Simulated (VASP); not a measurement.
Crystal: TiO.

```xyz
2
Lattice="3.0094 0.0000 0.0000 0.0000 3.0094 0.0000 0.0000 0.0000 3.6804" Properties=species:S:1:pos:R:3 pbc="T T T"
Ti    0.0000    0.0000    0.0000
O     0.0000    0.0000    1.8402
```

The cell was built by a generator and needn't be a form met in nature.

| Property | Result |
| --- | --- |
| Program | VASP 6.6.1 |
| Task | relaxation of cell and atoms |
| Functional | BLYP |
| Potentials or basis | VASP PAW PBE potentials, release 64 (Ti_sv, O) |
| Cutoff | 600 eV |
| k mesh | 9 × 9 × 7 |
| Occupations | fermi-dirac, width 0.05 eV |
| Spin | no spin polarisation |

At the start: pressure 3.7 GPa; volume 16.67 Å³/atom.

Task: Where does the relaxation end?

Result: Over 8 steps the energy falls by 7.3 meV/atom and the volume is 17.50 Å³/atom (+5.0 %); space group P4/mmm (No. 123, to 0.05 Å).

Step by step:
```
step  energy change (eV)  largest force (eV/Å)  pressure (GPa)  volume (Å³)
   1              0.0000                0.0000            3.70        33.33
   2              0.0524                0.0000           -6.23        35.22
   3             -0.0077                0.0000            0.75        33.82
   4             -0.0077                0.0000            0.79        33.80
   5             -0.0126                0.0000            0.52        34.37
   6             -0.0145                0.0000           -0.02        35.17
   7             -0.0146                0.0000            0.00        35.07
   8             -0.0146                0.0000            0.04        35.00
```

Final structure:
```yaml
crystal:
  lattice:
    - [3.07126, 0.00000, 0.00000]
    - [0.00000, 3.07126, 0.00000]
    - [0.00000, 0.00000, 3.71041]
  atoms:
    - { symbol: Ti, position: [0.00000, 0.00000, 0.00000] }
    - { symbol: O, position: [0.00000, 0.00000, 0.50000] }
```

Caveat: the PAW data sets were made with another functional, which shifts forces and pressure a little.
